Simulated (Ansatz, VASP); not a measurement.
# KI in two plane-wave programs, part 2 of 2

Aim: how closely do two programs agree when they are given the same cell, functional and k mesh? The cell is taken from a series of VASP runs on this material, whose earlier steps may have relaxed, scaled or displaced it; both programs get it as it stands.

VASP 6.6.1 and Ansatz 0.2.0.

So far. Step 3 (VASP: band structure, r2SCAN): The run ends at a pressure of 0.20 GPa.

### Step 6. VASP: band structure, LDA

Level of this step: LDA; plane waves and PAW (I, K_sv) (VASP).

The same cell, functional (in two slightly different forms), mesh and smearing now go to VASP, with its own data sets and cutoff.

INCAR reads:

```
SYSTEM = KI
PREC = Accurate
ENCUT = 350
EDIFF = 1E-06
NELM = 100
ISMEAR = 0
SIGMA = 0.03
LREAL = .FALSE.
ALGO = Normal
GGA = CA
NBANDS = 20
LORBIT = 11
LWAVE = .FALSE.
LCHARG = .FALSE.
KPAR = 4
LASPH = .TRUE.
```

POSCAR reads:

```
KI
1.0
    0.0000000000      3.4146498496      3.4146498496
    3.4146498496      0.0000000000      3.4146498496
    3.4146498496      3.4146498496      0.0000000000
I K
1 1
Direct
    0.5000000000      0.5000000000      0.5000000000
    0.0000000000      0.0000000000      0.0000000000
```

KPOINTS reads:

```
Automatic mesh
0
Gamma
6 6 6
0 0 0
```

KPOINTS_OPT reads:

```
Line mode
10
Line-mode
Reciprocal
  0.00000000   0.00000000   0.00000000 GAMMA
  0.50000000   0.00000000   0.50000000 X

  0.50000000   0.00000000   0.50000000 X
  0.50000000   0.25000000   0.75000000 W

  0.50000000   0.25000000   0.75000000 W
  0.37500000   0.37500000   0.75000000 K

  0.37500000   0.37500000   0.75000000 K
  0.00000000   0.00000000   0.00000000 GAMMA

  0.00000000   0.00000000   0.00000000 GAMMA
  0.50000000   0.50000000   0.50000000 L

  0.50000000   0.50000000   0.50000000 L
  0.62500000   0.25000000   0.62500000 U

  0.62500000   0.25000000   0.62500000 U
  0.50000000   0.25000000   0.75000000 W

  0.50000000   0.25000000   0.75000000 W
  0.50000000   0.50000000   0.50000000 L

  0.50000000   0.50000000   0.50000000 L
  0.37500000   0.37500000   0.75000000 K

  0.62500000   0.25000000   0.62500000 U
  0.50000000   0.00000000   0.50000000 X
```

The projector-augmented-wave data sets are I and K_sv (LDA family, release 64).

Run with:

```sh
$ mpirun -np 4 vasp_std
```

Numbers of over 12 decimals in the logs are rounded to 6 here.

The program printed:

```text
[banner, memory and clock lines left out]
running    4 mpi-ranks, on    1 nodes
[...]
LDA part: xc-table for (Slater(with rela. corr.)+CA(PZ))
 , standard interpolation
 POSCAR, INCAR and KPOINTS ok, starting setup
[...]
entering main loop
       N       E                     dE             d eps       ncg     rms          rms(c)
DAV:   1     0.718843145621E+02    0.71884E+02   -0.50905E+03   640   0.509E+02
DAV:   2    -0.213744031008E+01   -0.74022E+02   -0.70281E+02   828   0.160E+02
DAV:   3    -0.612190123569E+01   -0.39845E+01   -0.39647E+01   888   0.295E+01
DAV:   4    -0.625191144920E+01   -0.13001E+00   -0.12992E+00   920   0.520E+00
[...]
DAV:  10    -0.616614655990E+01   -0.19917E-04   -0.35416E-05   836   0.293E-02    0.272E-02
DAV:  11    -0.616614497168E+01    0.15882E-05   -0.70346E-06   772   0.165E-02    0.145E-02
DAV:  12    -0.616614567731E+01   -0.70562E-06   -0.20288E-06   704   0.602E-03
   1 F= -.61661457E+01 E0= -.61661457E+01  d E =-.175768E-17
 Start KPOINTS_OPT (optional k-point list driver)
k-point batch [1-16\100]
       N       E                     dE             ncg
DAV:   1    -0.113082174278E+04   -0.56040E+04      640
DAV:   2    -0.236337386030E+04   -0.12326E+04      832
DAV:   3    -0.242431133973E+04   -0.60937E+02      860
DAV:   4    -0.242720345274E+04   -0.28921E+01      980
DAV:   5    -0.242722733176E+04   -0.23879E-01      860
DAV:   6    -0.242722817431E+04   -0.84255E-03      940
DAV:   7    -0.242722818094E+04   -0.66233E-05      868
DAV:   8    -0.242722818107E+04   -0.13504E-06      624
[...]
k-point batch [97-100\100]
       N       E                     dE             ncg
DAV:   1     0.433674835079E+04   -0.18289E+04      160
DAV:   2     0.405456159060E+04   -0.28219E+03      196
DAV:   3     0.404158549435E+04   -0.12976E+02      216
DAV:   4     0.404078117337E+04   -0.80432E+00      220
DAV:   5     0.404077533937E+04   -0.58340E-02      220
DAV:   6     0.404077518953E+04   -0.14984E-03      236
DAV:   7     0.404077518836E+04   -0.11680E-05      224
DAV:   8     0.404077518834E+04   -0.22638E-07      140
```

From OUTCAR (step 6):

```text
  Total       -0.0402724     -0.0402724     -0.0402724      0.0000000      0.0000000      0.0000000
  in kB       -0.8103071     -0.8103071     -0.8103071      0.0000000      0.0000000      0.0000000
  external PRESSURE =      -0.8103071 kB  Pullay stress =       0.0000000 kB

 POSITION                                       TOTAL-FORCE (eV/Angst)
 -----------------------------------------------------------------------------------
      3.41465      3.41465      3.41465        -0.000000      0.000000      0.000000
      0.00000      0.00000      0.00000         0.000000     -0.000000     -0.000000
 -----------------------------------------------------------------------------------
    total drift:                               -0.000000      0.000000      0.000000

  FREE ENERGIE OF THE ION-ELECTRON SYSTEM (eV)
  ---------------------------------------------------
  free  energy   TOTEN  =        -6.1661456773 eV

  energy  without entropy=       -6.1661456773  energy(sigma->0) =       -6.16614568

[... 1 part as in an earlier step ...]

[... 2 further parts left out ...]
[key lines of the parts left out:]
E-fermi :   0.1229
```

The run ends at a pressure of -0.08 GPa.

### Step 7. Comparison

What differs besides the data sets and the points named for the pairs above, as far as they apply: the two LDA forms differ slightly; the cutoff is 420 eV in Ansatz and 350 eV in VASP; VASP's log shows a relativistic correction to its local exchange, Ansatz's none. Total energies have different zeros and are not compared.

Compared:

```csv
quantity,Ansatz,VASP,difference
pressure (GPa),-0.08,-0.08,0.00
gap over the path points (eV),3.856,3.866,-0.010
```

Levels at points of the path, from each program's valence-band top (eV; 3 filled, then empty):

```csv
k (reciprocal lattice),Ansatz,VASP
0.000 0.000 0.000,0.00 0.00 0.00 3.85 6.24 6.24,0.00 0.00 0.00 3.87 6.22 6.22
0.167 0.000 0.167,-0.64 -0.14 -0.14 4.71 5.60 6.98,-0.64 -0.14 -0.14 4.72 5.58 6.96
0.333 0.000 0.333,-1.17 -0.35 -0.35 4.81 5.71 7.76,-1.17 -0.35 -0.35 4.79 5.71 7.74
0.500 0.000 0.500,-1.20 -0.44 -0.44 4.51 5.73 8.06,-1.20 -0.44 -0.44 4.50 5.72 8.04
0.500 0.083 0.583,-1.16 -0.53 -0.51 4.74 5.95 8.18,-1.17 -0.53 -0.51 4.72 5.94 8.16
0.500 0.194 0.694,-1.00 -0.75 -0.73 5.64 6.55 6.99,-1.01 -0.76 -0.73 5.63 6.54 6.97
0.500 0.250 0.750,-0.89 -0.89 -0.76 6.28 6.28 6.67,-0.89 -0.89 -0.77 6.26 6.26 6.65
0.458 0.292 0.750,-0.97 -0.89 -0.66 5.79 6.67 6.81,-0.97 -0.89 -0.66 5.78 6.66 6.80
0.403 0.347 0.750,-1.03 -0.93 -0.50 5.37 6.69 7.48,-1.03 -0.94 -0.50 5.36 6.68 7.47
0.375 0.375 0.750,-1.04 -0.94 -0.48 5.32 6.70 7.62,-1.04 -0.94 -0.48 5.30 6.68 7.61
```

Among the levels compared at these points, filled levels agree within 5 meV and empty ones within 25 meV. Ansatz's pressure holds a Pulay correction of 0.02 GPa; VASP's holds none.

### Step 8. Ansatz: band structure, r2SCAN, spin-orbit coupling

The same path points are solved in both programs, so levels can be compared one by one. The cell compared in this pair holds 87.57 Å³, against 79.63 Å³ for the pair before.

The cell is taken from a series of VASP runs on this material, whose earlier steps may have relaxed, scaled or displaced it; both programs get it as it stands.

input.yaml reads:

```yaml
crystal:
  lattice:
    - [0.0, 3.52455, 3.52455]
    - [3.52455, 0.0, 3.52455]
    - [3.52455, 3.52455, 0.0]
  atoms:
    - { symbol: I, position: [0.5, 0.5, 0.5] }
    - { symbol: K, position: [0.0, 0.0, 0.0] }
hamiltonian:
  xc: r2scan
  pseudopotentials: { kind: paw_fr }
magnetization:
  noncollinear: true
  spin_orbit: true
kpoints:
  mp_grid: { grid: [6, 6, 6] }
  band_path:
    path:
      - [0.0, 0.0, 0.0]
      - [0.16667, 0.0, 0.16667]
      - [0.33333, 0.0, 0.33333]
      - [0.5, 0.0, 0.5]
      - [0.5, 0.08333, 0.58333]
      - [0.5, 0.19444, 0.69444]
      - [0.5, 0.25, 0.75]
      - [0.45833, 0.29167, 0.75]
      - [0.40278, 0.34722, 0.75]
      - [0.375, 0.375, 0.75]
      - [0.20833, 0.20833, 0.41667]
      - [0.08333, 0.08333, 0.16667]
      - [0.0, 0.0, 0.0]
      - [0.22222, 0.22222, 0.22222]
      - [0.38889, 0.38889, 0.38889]
      - [0.51389, 0.47222, 0.51389]
      - [0.55556, 0.38889, 0.55556]
      - [0.61111, 0.27778, 0.61111]
      - [0.61111, 0.25, 0.63889]
      - [0.56944, 0.25, 0.68056]
      - [0.51389, 0.25, 0.73611]
      - [0.5, 0.27778, 0.72222]
      - [0.5, 0.38889, 0.61111]
      - [0.5, 0.47222, 0.52778]
      - [0.48611, 0.48611, 0.52778]
      - [0.43056, 0.43056, 0.63889]
      - [0.38889, 0.38889, 0.72222]
      - [0.59722, 0.19444, 0.59722]
      - [0.55556, 0.11111, 0.55556]
      - [0.5, 0.0, 0.5]
    npoints: 1
scf:
  occupations: { method: gaussian, width: 0.03 }
  n_extra_bands: 14
output:
  forces: true
  stress: true
  eigenvalues: true
  write_density: true
  write_potential: true
  elf: true
  volumetric_format: npy
```

Run with:

```sh
$ ansatz run input.yaml --threads 2 --pin off --max-ram 4608MiB --backend cpu --events-out ev --progress --plain --runs-dir out
```

The program printed:

```text
[...]
non-collinear run that drives no moment, with spin-orbit: no starting moment large enough to seed its density (crystal.atoms[].spin), no starting occupations that ask for one, no magnetisation constraint and no magnetic field, so the semilocal B_xc is pinned to zero
Crystal: 2 atoms, lattice volume = 87.567 Å³
[...]
k-point 0: bands = [... 22 lower, 2.2964, 2.2964, 2.2964, 2.2964, 6.6105, 6.6105, 9.0316, 9.0316, ... 10 higher]
  k-point 1: bands = [... 22 lower, 1.9843, 1.9843, 2.1971, 2.1971, 7.2271, 7.2271, 8.9319, 8.9319, ... 10 higher]
  k-point 2: bands = [... 22 lower, 1.6033, 1.6033, 2.0135, 2.0135, 7.8945, 7.8945, 9.6177, 9.6177, ... 10 higher]
  k-point 15: bands = [... 22 lower, 1.4735, 1.4735, 1.6898, 1.6898, 8.1148, 8.1148, 9.1333, 9.1333, ... 10 higher]
[key lines of the parts left out:]
SCF converged after 7 iterations
Magnetization: |M| = 0.0000 μB,  M = (+0.0000, +0.0000, +0.0000) μB
Free energy (F): -9061.397960 eV
Fermi energy:    4.453529 eV
P = ⅓ Tr σ = 0.2475 GPa (2.475 kbar)
```

The job ended after 44 s (2 threads of Arm Neoverse N1, shared host; peak memory 0.83 GiB; 86 s of CPU time).

### Step 9. VASP: band structure, r2SCAN, spin-orbit coupling

The same cell, functional, mesh and smearing now go to VASP, with its own data sets and cutoff.

INCAR reads:

```
SYSTEM = KI
PREC = Accurate
ENCUT = 350
EDIFF = 1E-06
NELM = 100
ISMEAR = 0
SIGMA = 0.03
LREAL = .FALSE.
ALGO = Normal
METAGGA = R2SCAN
LASPH = .TRUE.
LNONCOLLINEAR = .TRUE.
MAGMOM = 0 0 0 0 0 0
NBANDS = 28
GGA_COMPAT = .FALSE.
LSORBIT = .TRUE.
LORBIT = 11
LWAVE = .FALSE.
LCHARG = .FALSE.
KPAR = 4
```

POSCAR reads:

```
KI
1.0
    0.0000000000      3.5245500000      3.5245500000
    3.5245500000      0.0000000000      3.5245500000
    3.5245500000      3.5245500000      0.0000000000
I K
1 1
Direct
    0.5000000000      0.5000000000      0.5000000000
    0.0000000000      0.0000000000      0.0000000000
```

KPOINTS is that of step 6.

KPOINTS_OPT is that of step 6.

The projector-augmented-wave data sets are I and K_sv (PBE family, release 64).

Run with:

```sh
$ mpirun -np 4 vasp_ncl
```

The program printed:

```text
[banner, memory and clock lines left out]
running    4 mpi-ranks, on    1 nodes
[...]
[... a notice as in an earlier step ...]

 LDA part: xc-table for (None), standard interpolation
 POSCAR, INCAR and KPOINTS ok, starting setup
[...]
entering main loop
       N       E                     dE             d eps       ncg     rms          rms(c)
DAV:   1     0.487924197606E+02    0.48792E+02   -0.53671E+03   896   0.730E+02
DAV:   2    -0.306528835738E+02   -0.79445E+02   -0.75674E+02  1064   0.210E+02
DAV:   3    -0.372111124897E+02   -0.65582E+01   -0.65221E+01  1480   0.513E+01
DAV:   4    -0.374584087386E+02   -0.24730E+00   -0.24646E+00  1308   0.887E+00
[...]
DAV:  12    -0.340978763027E+02   -0.45062E-04   -0.12304E-05   964   0.258E-02    0.210E-02
DAV:  13    -0.340979154481E+02   -0.39145E-04   -0.35892E-05   928   0.517E-02    0.285E-03
DAV:  14    -0.340979154968E+02   -0.48710E-07   -0.22634E-07   980   0.373E-03
   1 F= -.34097915E+02 E0= -.34097915E+02  d E =-.173178E-25  mag=    -0.0000    -0.0000    -0.0000
 Start KPOINTS_OPT (optional k-point list driver)
k-point batch [1-16\100]
       N       E                     dE             ncg
DAV:   1    -0.122940025912E+04   -0.51280E+04      896
DAV:   2    -0.259889764670E+04   -0.13695E+04     1088
DAV:   3    -0.270530841986E+04   -0.10641E+03     1472
DAV:   4    -0.270812885854E+04   -0.28204E+01     1272
DAV:   5    -0.270819759420E+04   -0.68736E-01     1344
DAV:   6    -0.270819897655E+04   -0.13823E-02     1264
DAV:   7    -0.270819900464E+04   -0.28095E-04     1368
DAV:   8    -0.270819900527E+04   -0.63033E-06      900
[...]
k-point batch [97-100\100]
       N       E                     dE             ncg
DAV:   1     0.414064581751E+04   -0.17724E+04      224
DAV:   2     0.381124789166E+04   -0.32940E+03      264
DAV:   3     0.378617528636E+04   -0.25073E+02      384
DAV:   4     0.378556150179E+04   -0.61378E+00      328
DAV:   5     0.378554660059E+04   -0.14901E-01      368
DAV:   6     0.378554634568E+04   -0.25490E-03      352
DAV:   7     0.378554634094E+04   -0.47439E-05      368
DAV:   8     0.378554634086E+04   -0.75635E-07      232
```

OUTCAR, selected parts (step 9):

```text
  Total        0.1170154      0.1170154      0.1170154      0.0000000     -0.0000000      0.0000000
  in kB        2.1409799      2.1409799      2.1409799      0.0000000     -0.0000000      0.0000000
  external PRESSURE =       2.1409799 kB  Pullay stress =       0.0000000 kB

 POSITION                                       TOTAL-FORCE (eV/Angst)
 -----------------------------------------------------------------------------------
      3.52455      3.52455      3.52455        -0.000000      0.000000      0.000000
      0.00000      0.00000      0.00000         0.000000     -0.000000     -0.000000
 -----------------------------------------------------------------------------------
    total drift:                                0.000000      0.000000      0.000000

  FREE ENERGIE OF THE ION-ELECTRON SYSTEM (eV)
  ---------------------------------------------------
  free  energy   TOTEN  =       -34.0979154968 eV

  energy  without entropy=      -34.0979154968  energy(sigma->0) =      -34.09791550

 magnetization (x)
# of ion       s       p       d       tot
------------------------------------------
    1        0.000   0.000  -0.000   0.000
    2       -0.000   0.000   0.000  -0.000
--------------------------------------------------
tot         -0.000   0.000  -0.000   0.000

 magnetization (y)
# of ion       s       p       d       tot
------------------------------------------
    1       -0.000   0.000  -0.000   0.000
    2       -0.000   0.000   0.000  -0.000
--------------------------------------------------
tot         -0.000   0.000   0.000   0.000

 magnetization (z)
# of ion       s       p       d       tot
------------------------------------------
    1        0.000  -0.000   0.000  -0.000
    2       -0.000   0.000  -0.000  -0.000
--------------------------------------------------
tot         -0.000  -0.000  -0.000  -0.000

[... 1 part as in an earlier step ...]

[... 2 further parts left out ...]
[key lines of the parts left out:]
E-fermi :  -0.1930
```

The run ends at a pressure of 0.21 GPa.

### Step 10. Differences

What differs besides the data sets and the points named for the pairs above, as far as they apply: spin-orbit coupling enters by fully relativistic files in Ansatz and inside the spheres in VASP; the data sets hold 26 valence electrons in Ansatz (fully relativistic PAW (standard-fr) files) and 16 in VASP. Total energies have different zeros and are not compared.

Compared:

```csv
quantity,Ansatz,VASP,difference
pressure (GPa),0.25,0.21,+0.03
gap over the path points (eV),4.314,4.312,+0.002
```

Levels at points of the path, from each program's valence-band top (eV; 6 filled, then empty):

```csv
k (reciprocal lattice),Ansatz,VASP
0.000 0.000 0.000,-1.01 -1.01 0.00 0.00 0.00 0.00 4.31 4.31 6.74 6.74 6.74 6.74,-0.98 -0.98 0.00 0.00 0.00 0.00 4.31 4.31 6.72 6.72 6.72 6.72
0.167 0.000 0.167,-1.24 -1.24 -0.36 -0.36 -0.12 -0.12 5.09 5.09 6.11 6.11 7.41 7.41,-1.21 -1.21 -0.36 -0.36 -0.12 -0.12 5.08 5.08 6.10 6.10 7.40 7.40
0.333 0.000 0.333,-1.56 -1.56 -0.69 -0.69 -0.32 -0.32 5.34 5.34 6.11 6.11 8.26 8.26,-1.54 -1.54 -0.69 -0.69 -0.32 -0.32 5.33 5.33 6.11 6.11 8.24 8.24
0.500 0.000 0.500,-1.62 -1.62 -0.77 -0.77 -0.41 -0.41 5.05 5.05 6.20 6.20 8.54 8.54,-1.60 -1.60 -0.77 -0.77 -0.41 -0.41 5.05 5.05 6.20 6.20 8.53 8.53
0.500 0.083 0.583,-1.61 -1.61 -0.79 -0.79 -0.47 -0.47 5.25 5.25 6.40 6.40 8.63 8.63,-1.59 -1.59 -0.79 -0.79 -0.47 -0.47 5.25 5.25 6.40 6.40 8.63 8.63
0.500 0.194 0.694,-1.60 -1.60 -0.82 -0.82 -0.65 -0.65 6.07 6.07 6.96 6.96 7.32 7.32,-1.58 -1.58 -0.82 -0.82 -0.65 -0.65 6.07 6.07 6.96 6.96 7.32 7.32
0.500 0.250 0.750,-1.60 -1.60 -0.81 -0.81 -0.70 -0.70 6.61 6.61 6.71 6.71 7.09 7.09,-1.58 -1.58 -0.81 -0.81 -0.70 -0.70 6.61 6.61 6.70 6.70 7.09 7.09
0.458 0.292 0.750,-1.61 -1.61 -0.84 -0.84 -0.65 -0.65 6.21 6.21 7.06 7.06 7.17 7.17,-1.58 -1.58 -0.84 -0.84 -0.65 -0.65 6.21 6.21 7.06 7.06 7.17 7.17
0.403 0.347 0.750,-1.62 -1.62 -0.88 -0.88 -0.55 -0.55 5.83 5.83 7.07 7.07 7.76 7.76,-1.59 -1.59 -0.88 -0.88 -0.55 -0.55 5.83 5.83 7.07 7.07 7.76 7.76
0.375 0.375 0.750,-1.62 -1.62 -0.89 -0.89 -0.54 -0.54 5.78 5.78 7.07 7.07 7.88 7.88,-1.60 -1.60 -0.89 -0.89 -0.54 -0.54 5.77 5.77 7.07 7.07 7.88 7.88
```

Among the levels compared at these points, filled levels agree within 28 meV and empty ones within 15 meV. Ansatz's pressure holds a Pulay correction of 0.01 GPa; VASP's holds none.

### Step 11. Summary of results

| Item | Value |
| --- | --- |
| difference in gap over the path points (band structure, r2SCAN) | 0.0026 eV |
| difference in gap over the path points (band structure, LDA) | -0.010 eV |
| difference in gap over the path points (band structure, r2SCAN, spin-orbit coupling) | 0.0018 eV |

The difference in gap over the path points is -0.010 eV (band structure, LDA), within the 0.08 eV picked in this series as the mark of a large difference. 2 further runs of this series are not shown here. Such differences can come from data sets, numerical settings and the points named under the comparisons, not from the functional's error against experiment.

[Lines on the potential files, build, host, timing and source positions are cut from VASP's logs without a mark.]

[Logs are printed without paths, hosts, clocks, repeated set-up lines and the standing remarks that a program may print on its own settings, such as how far it seeks lower states.]

[Hosts, paths, dates, database ids (printed as entryN), source tags and the programs' standing remarks are cut or masked in the printed files.]
